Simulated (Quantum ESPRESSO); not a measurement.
Something may be wrong with this Quantum ESPRESSO 7.5 calculation of In.

The input pw.in:

```
&CONTROL
  calculation = 'scf'
  prefix = 'pwscf'
  outdir = './tmp'
  pseudo_dir = './pseudo'
  tprnfor = .true.
  tstress = .true.
  disk_io = 'low'
/
&SYSTEM
  ibrav = 0
  nat = 1
  ntyp = 1
  ecutwfc = 70
  nbnd = 24
  input_dft = 'pz'
  occupations = 'smearing'
  smearing = 'mp'
  degauss = 0.01469973
  noncolin = .true.
  lspinorb = .true.
/
&ELECTRONS
  conv_thr = 2d-10
  electron_maxstep = 50
  mixing_beta = 0.5
/
ATOMIC_SPECIES
In   114.8180 In.upf
CELL_PARAMETERS angstrom
  -1.6254700000    1.6254700000    2.4737000000
   1.6254700000   -1.6254700000    2.4737000000
   1.6254700000    1.6254700000   -2.4737000000
ATOMIC_POSITIONS crystal
In     0.0000000000    0.0000000000    0.0000000000
K_POINTS automatic
1 1 1 0 0 0
```

Potentials or basis: PseudoDojo 0.4 FR PBE standard.

Run with:

```sh
$ OMP_NUM_THREADS=1 pw.x -in pw.in > pw.out
```

pw.out:

```text
This program is part of the open-source Quantum ESPRESSO suite
     for quantum simulation of materials; please cite
         "P. Giannozzi et al., J. Phys.:Condens. Matter 21 395502 (2009);
         "P. Giannozzi et al., J. Phys.:Condens. Matter 29 465901 (2017);
         "P. Giannozzi et al., J. Chem. Phys. 152 154105 (2020);
     in publications or presentations arising from this work. More details at

     IMPORTANT: XC functional enforced from input :
     Exchange-correlation= PZ
                           (   1   1   0   0   0   0   0)
     Any further DFT definition will be discarded
     Please, verify this is what you really want

     Message from routine setup:
     using ibrav=0 with symmetry is DISCOURAGED, use correct ibrav instead

     G-vector sticks info
     --------------------
     sticks:   dense  smooth     PW     G-vecs:    dense   smooth      PW
     Sum         891     891    231                13917    13917    1769

     Using Slab Decomposition
[... 78 lines left out ...]

     total energy              =    -132.19239616 Ry
     estimated scf accuracy    <       0.02281126 Ry
[... 43 lines left out ...]
     iteration #  8     ecut=    70.00 Ry     beta= 0.50
     Davidson diagonalization with overlap
     ethr =  1.94E-12,  avg # of iterations =  5.0

     End of self-consistent calculation

[... 6 lines left out ...]
     the Fermi energy is    20.0652 ev

!    total energy              =    -132.19669101 Ry
     estimated scf accuracy    <          4.7E-11 Ry
     smearing contrib. (-TS)   =      -0.00414672 Ry
     internal energy E=F+TS    =    -132.19254430 Ry

     The total energy is F=E-TS. E is the sum of the following terms:
     one-electron contribution =     -33.03358227 Ry
     hartree contribution      =      27.29192435 Ry
     xc contribution           =     -39.43090612 Ry
     ewald contribution        =     -87.01998026 Ry

     convergence has been achieved in   8 iterations

     Forces acting on atoms (cartesian axes, Ry/au):

     atom    1 type  1   force =     0.00000000    0.00000000    0.00000000

     Total force =     0.000000     Total SCF correction =     0.000000

     Computing stress (Cartesian axis) and pressure

          total   stress  (Ry/bohr**3)                   (kbar)     P=       33.56
   0.00028601  -0.00000000  -0.00000000           42.07       -0.00       -0.00
  -0.00000000   0.00028601   0.00000000           -0.00       42.07        0.00
  -0.00000000  -0.00000000   0.00011239           -0.00       -0.00       16.53

=------------------------------------------------------------------------------=
   JOB DONE.
=------------------------------------------------------------------------------=
```

Problem. How did it end, and where is the flaw?

Solution. The calculation finished and met its thresholds. The input holds a flaw that was put in on purpose: one k point for a small cell (k = 1 × 1 × 1). The program doesn't stop on it, so the numbers can't be trusted though the run ends normally.
